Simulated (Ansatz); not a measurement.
# (110) slab of diamond C, 11.3 Å thick as cut, ended by H

Aim: a base single point, then the same cell under other settings, to see what each one moves.

Program: Ansatz 0.2.0, PAW, plane waves. These are calculated values, not measurements.

## Step 1: Starting point

24 atoms (20 C, 4 H); a = 2.513 Å, b = 3.554 Å, c = 26.808 Å, α = 90.00°, β = 90.00°, γ = 90.00°. All atoms were shaken off their sites by about 0.02 Å along each axis.

As a file:

```cif
data_structure
_symmetry_space_group_name_H-M 'P 1'
_symmetry_Int_Tables_number 1
_cell_length_a 2.5129
_cell_length_b 3.5538
_cell_length_c 26.8081
_cell_angle_alpha 90.000
_cell_angle_beta 90.000
_cell_angle_gamma 90.000
_cell_volume 239.41
loop_
_atom_site_label
_atom_site_type_symbol
_atom_site_fract_x
_atom_site_fract_y
_atom_site_fract_z
_atom_site_occupancy
C1 C 0.01192 0.00738 0.66471 1
C2 C 0.99534 0.00323 0.47767 1
C3 C 0.00591 0.99825 0.28993 1
C4 C 0.00783 0.25817 0.61728 1
C5 C 0.01146 0.25026 0.42950 1
C6 C 0.99381 0.00749 0.57087 1
C7 C 0.99334 0.00221 0.38247 1
C8 C 0.01895 0.24238 0.71106 1
C9 C 0.99741 0.25340 0.52374 1
C10 C 0.98756 0.24143 0.33523 1
C11 C 0.50135 0.50068 0.61705 1
C12 C 0.48775 0.48778 0.42826 1
C13 C 0.50561 0.75799 0.57040 1
C14 C 0.49224 0.74781 0.38465 1
C15 C 0.50046 0.50612 0.71092 1
C16 C 0.49230 0.49043 0.52294 1
C17 C 0.49854 0.49634 0.33647 1
C18 C 0.49731 0.75066 0.66389 1
C19 C 0.50143 0.75223 0.47673 1
C20 C 0.49586 0.74409 0.28962 1
H1 H 0.99113 0.18705 0.25532 1
H2 H 0.99452 0.07287 0.74664 1
H3 H 0.49746 0.69374 0.74711 1
H4 H 0.50760 0.55847 0.25525 1
```

## Step 2: Single point with PBEsol

in.yaml

```yaml
crystal:
  lattice:
    - [1.776901, -1.776901, 0.000000]
    - [0.000000, 0.000000, 3.553803]
    - [-18.956212, -18.956212, 0.000000]
  atoms:
    - { symbol: C, position: [0.011920, 0.007376, 0.664706] }
    - { symbol: C, position: [0.995342, 0.003234, 0.477671] }
    - { symbol: C, position: [0.005914, 0.998249, 0.289930] }
    - { symbol: C, position: [0.007830, 0.258175, 0.617282] }
    - { symbol: C, position: [0.011457, 0.250264, 0.429501] }
    - { symbol: C, position: [0.993809, 0.007489, 0.570873] }
    - { symbol: C, position: [0.993341, 0.002215, 0.382472] }
    - { symbol: C, position: [0.018945, 0.242381, 0.711063] }
    - { symbol: C, position: [0.997413, 0.253397, 0.523742] }
    - { symbol: C, position: [0.987557, 0.241431, 0.335228] }
    - { symbol: C, position: [0.501351, 0.500676, 0.617054] }
    - { symbol: C, position: [0.487748, 0.487775, 0.428264] }
    - { symbol: C, position: [0.505613, 0.757991, 0.570402] }
    - { symbol: C, position: [0.492245, 0.747811, 0.384649] }
    - { symbol: C, position: [0.500464, 0.506122, 0.710923] }
    - { symbol: C, position: [0.492302, 0.490432, 0.522940] }
    - { symbol: C, position: [0.498538, 0.496341, 0.336465] }
    - { symbol: C, position: [0.497311, 0.750663, 0.663890] }
    - { symbol: C, position: [0.501435, 0.752226, 0.476727] }
    - { symbol: C, position: [0.495857, 0.744092, 0.289623] }
    - { symbol: H, position: [0.991132, 0.187054, 0.255323] }
    - { symbol: H, position: [0.994525, 0.072871, 0.746635] }
    - { symbol: H, position: [0.497458, 0.693745, 0.747112] }
    - { symbol: H, position: [0.507602, 0.558472, 0.255254] }
kpoints:
  mp_grid: { grid: [4, 3, 1] }
hamiltonian:
  xc: pbesol
scf:
  occupations: { method: fermi_dirac, width: 0.01 }
output:
  forces: true
  eigenvalues: true
  stress: true
  populations: true
```

On the command line:

```console
> ansatz run in.yaml --threads 8 --pin off --max-ram 118750MiB --runs-dir r --events-out ev --progress --plain --backend cuda --devices 0,
```

## Step 3: Changed settings: charge changed by 1

in.yaml, as its differences from that of step 2:

```diff
@@ -34,4 +34,6 @@
   xc: pbesol
+total_charge: 1
 scf:
   occupations: { method: fermi_dirac, width: 0.01 }
+  max_iter: 80
 output:
@@ -40,2 +42 @@
   stress: true
-  populations: true
```

## Step 4: Variant: 4 extra bands, accuracy low

in.yaml, as its differences from that of step 3:

```diff
@@ -1 +1,2 @@
+accuracy: low
 crystal:
@@ -34,6 +35,6 @@
   xc: pbesol
-total_charge: 1
 scf:
   occupations: { method: fermi_dirac, width: 0.01 }
-  max_iter: 80
+  max_iter: 50
+  n_extra_bands: 4
 output:
```

## Step 5: Variant: smearing width 0.2 eV

in.yaml, as its differences from that of step 4:

```diff
@@ -1,2 +1 @@
-accuracy: low
 crystal:
@@ -36,5 +35,4 @@
 scf:
-  occupations: { method: fermi_dirac, width: 0.01 }
-  max_iter: 50
-  n_extra_bands: 4
+  occupations: { method: fermi_dirac, width: 0.2 }
+  max_iter: 100
 output:
```

## Step 6: Variant: smearing width 0.1 eV, accuracy low, starting moment 1 μB

in.yaml, as its differences from that of step 5:

```diff
@@ -1 +1,2 @@
+accuracy: low
 crystal:
@@ -34,4 +35,7 @@
   xc: pbesol
+magnetization:
+  spin_polarized: true
+  initial_magnetization: 1
 scf:
-  occupations: { method: fermi_dirac, width: 0.2 }
+  occupations: { method: fermi_dirac, width: 0.1 }
   max_iter: 100
```

Q: Predict the outcome of this session. Wanted: for each run, settings; status; energy from base; forces from base.

**Answer**, as computed:

| settings | status | cycles | time | energy from base (meV/atom) | forces from base (eV/Å rms) | filled to empty level on the mesh (eV) |
| --- | --- | --- | --- | --- | --- | --- |
| base | converged | 8 | 1.7 s (GPU) | 0 | 0 | 2.04 |
| charge changed by 1 | converged | 14 | 2.6 s (GPU) | - | 0.272 | 0.13 |
| 4 extra bands, accuracy low | converged, settings too loose | 8 | 1.6 s (GPU) | 0.0 | 0.000 | 2.04 |
| smearing width 0.2 eV | converged | 8 | 1.7 s (GPU) | +0.1 | 0.001 | 2.03 |
| smearing width 0.1 eV, accuracy low, starting moment 1 μB | converged, settings too loose | 14 | 2.6 s (GPU) | 0.0 | 0.000 | 2.04 |

**What this shows.** Among these variants the forces move most with charge changed by 1 (0.272 eV/Å rms).
